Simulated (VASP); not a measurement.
A run of VASP 6.6.1 is set up as follows.

File INCAR:

```
PREC = Accurate ; ENCUT = 520
EDIFF = 1E-7 ; ISMEAR = -1
SIGMA = 0.1 ; LREAL = False
LASPH = True ; NELM = 100
ALGO = Fast ; ISIF = 2
LWAVE = False ; LCHARG = False
GGA = PS ; NBANDS = 8
```

KPOINTS

```
Automatic mesh
0
Gamma
  18 18 18
```

File POSCAR:

```
Si
1.0
    2.5272893381      0.0000000000      0.0000000000
   -1.2636446691      2.1886967695      0.0000000000
    0.0000000000      0.0000000000      2.3962243211
Si
1
Direct
    0.0000000000      0.0000000000      0.0000000000
```

Potentials or basis: VASP PAW PBE potentials, release 64 (Si).

Run with:

```sh
$ cat potpaw_PBE.64/Si/POTCAR > POTCAR
$ mpirun -np 1 vasp_std > vasp.out
```

Estimate the band gap on the k mesh.

none (metal or under the smearing width).

Estimate the pressure.

16.0 GPa.

Stress tensor (GPa, compression positive):
```
15.99  0.00  0.00
 0.00 15.99  0.00
 0.00  0.00 16.10
```

Caveat: so large a pressure means that the cell lies far from this level's equilibrium, or that cutoff or potentials fall short; the potentials were made for another functional, which shifts forces and pressure.
